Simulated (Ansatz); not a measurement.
# CuO: the cost of one run

Program: Ansatz 0.2.0. Level of theory: DFT PBEsol+U, PAW, plane waves, scalar-relativistic; U − J = 6.6 eV on Cu d. These are calculated values, not measurements.

### Step 1. The starting structure

It takes space group C2/c (No. 15, monoclinic). Conventional cell: a = 4.679 Å, b = 3.481 Å, c = 5.118 Å, α = 90.00°, β = 98.60°, γ = 90.00°. Cu (site symmetry -1) has 4 O at 1.91 to 1.99 Å in its first shell of neighbours. O (site symmetry 2) is surrounded by 4 Cu at 1.91 to 1.99 Å.

Coordinates:

```cif
data_structure
_symmetry_space_group_name_H-M 'P 1'
_symmetry_Int_Tables_number 1
_cell_length_a 2.9158
_cell_length_b 2.9158
_cell_length_c 10.2366
_cell_angle_alpha 96.890
_cell_angle_beta 96.890
_cell_angle_gamma 73.287
_cell_volume 82.42
loop_
_atom_site_label
_atom_site_type_symbol
_atom_site_fract_x
_atom_site_fract_y
_atom_site_fract_z
_atom_site_occupancy
Cu1 Cu 0.00000 0.50000 0.00000 1
Cu2 Cu 0.00000 0.50000 0.50000 1
Cu3 Cu 0.50000 0.00000 0.25000 1
Cu4 Cu 0.50000 0.00000 0.75000 1
O1 O 0.54770 0.45230 0.12500 1
O2 O 0.54770 0.45230 0.62500 1
O3 O 0.45230 0.54770 0.37500 1
O4 O 0.45230 0.54770 0.87500 1
```

Atoms are counted from 1 in the order of input.yaml (O8 and so on).

Known so far: 10 plain starts ended in 5 states. The lowest came from “a moment on one site alone, plain SCF [Cu3 1.00 μB]”: antiferromagnetic, site moments Cu1 -0.56, Cu2 -0.56, Cu3 0.56, Cu4 0.56 μB, total 0.00 μB per cell, a gap of 0.47 eV on the k-mesh, free energy -28587.9501 eV.

Runs to come: parallel moments, default search for lower states; opposed moments ++--, default search for lower states; whole orbital fillings typed, symmetry off, plain SCF; the moments typed in its input, symmetry off, plain SCF; the moments typed in its input, standard search for lower states.

A plain SCF has the search for lower states switched off and ends at the first converged state. The default search runs further SCF cycles only where the state itself hints at a lower one. The standard and full searches may also try other magnetic orders and fillings, and need not reach the lowest state. With a search on, the program may also reshape the start on open shells. Ends within 0.2 meV/atom and 0.1 μB count as one state.

The total moment includes the space between the atomic spheres.

### Step 2. Parallel moments, default search for lower states

input.yaml

```yaml
crystal:
  lattice:
    - [2.33955, -1.74025, 0.0]
    - [2.33955, 1.74025, 0.0]
    - [-1.5304, 0.0, 10.12156]
  atoms:
    - { symbol: Cu, position: [0.0, 0.5, 0.0], spin: 1.0 }
    - { symbol: Cu, position: [0.0, 0.5, 0.5], spin: 1.0 }
    - { symbol: Cu, position: [0.5, 0.0, 0.25], spin: 1.0 }
    - { symbol: Cu, position: [0.5, 0.0, 0.75], spin: 1.0 }
    - { symbol: O, position: [0.5477, 0.4523, 0.125] }
    - { symbol: O, position: [0.5477, 0.4523, 0.625] }
    - { symbol: O, position: [0.4523, 0.5477, 0.375] }
    - { symbol: O, position: [0.4523, 0.5477, 0.875] }
magnetization:
  spin_polarized: true
hamiltonian:
  xc: pbesol
  pseudopotentials: { kind: paw }
  hubbard: { sites: [{ species: Cu, l: d, u_eff: 6.6 }] }
basis:
  ecutwfc: 420
kpoints:
  mp_grid: { grid: [7, 7, 2] }
scf:
  occupations: { method: fermi_dirac, width: 0.02 }
output:
  forces: true
  stress: true
  write_density: true
  write_potential: true
  elf: true
  volumetric_format: npy
```

On the command line:

```sh
> ansatz run input.yaml --threads 2 --pin off --max-ram 5120MiB --backend cpu --events-out ev --progress --plain --runs-dir out
```

**Question.** How long does this run take on 2 threads of Arm Neoverse V2, shared host, and how much memory does it need?

About 35 s, with a peak of 0.61 GiB.
